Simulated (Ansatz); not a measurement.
Write the native input for Ansatz 0.2.0 that does the following.

```yaml
Task: single point
Functional: PBE
Potentials_or_basis: all-electron LAPW, scalar-relativistic
Cutoff: 245 eV (chosen from the basis error)
Basis_error_allowed: 0.001 eV/atom
k_mesh: 11 × 11 × 6
Occupations: fermi-dirac, width 0.05 eV
Spin: no spin polarisation
```

Crystal: Au.

```
CELL_PARAMETERS angstrom
2.90000 0.00000 0.00000
-1.45000 2.51147 0.00000
0.00000 0.00000 4.88000
ATOMIC_POSITIONS crystal
Au 0.68819 0.35203 0.25122
Au 0.32218 0.66326 0.75447
```

This isn't the form of Au at room conditions, which is fcc.

The cell isn't the ideal one: atoms moved at random, drawn with an rms of 0.05 Å.

The input as run:

input.yaml

```yaml
crystal:
  lattice:
    - [2.9, 0.0, 0.0]
    - [-1.45, 2.511473671, 0.0]
    - [0.0, 0.0, 4.88]
  atoms:
    - { symbol: Au, position: [0.688191, 0.352032, 0.251218] }
    - { symbol: Au, position: [0.32218, 0.663265, 0.75447] }
kpoints:
  mp_grid: { grid: [11, 11, 6] }
scf:
  occupations: { method: fermi_dirac, width: 0.05 }
hamiltonian:
  xc: pbe
  pseudopotentials: { kind: all_electron, lapw: { basis_error: 0.001 } }
output:
  forces: true
  stress: true
  eigenvalues: true
  populations: true
```

Potentials or basis: all-electron LAPW, scalar-relativistic.

The run is started by

```sh
$ ansatz run input.yaml --threads 1 --pin off --max-ram 3072MiB --backend cpu --events-out ev --progress --plain --runs-dir out
```

It gave:

```json
{"Pressure": "1.9 GPa", "Largest force": "0.103 eV/Å", "Band gap on the k mesh": "none (metal or under the smearing width)"}
```

Wall time 2.4 min on 1 thread of Arm Neoverse V2, on a shared host, peak memory 1.4 GiB.
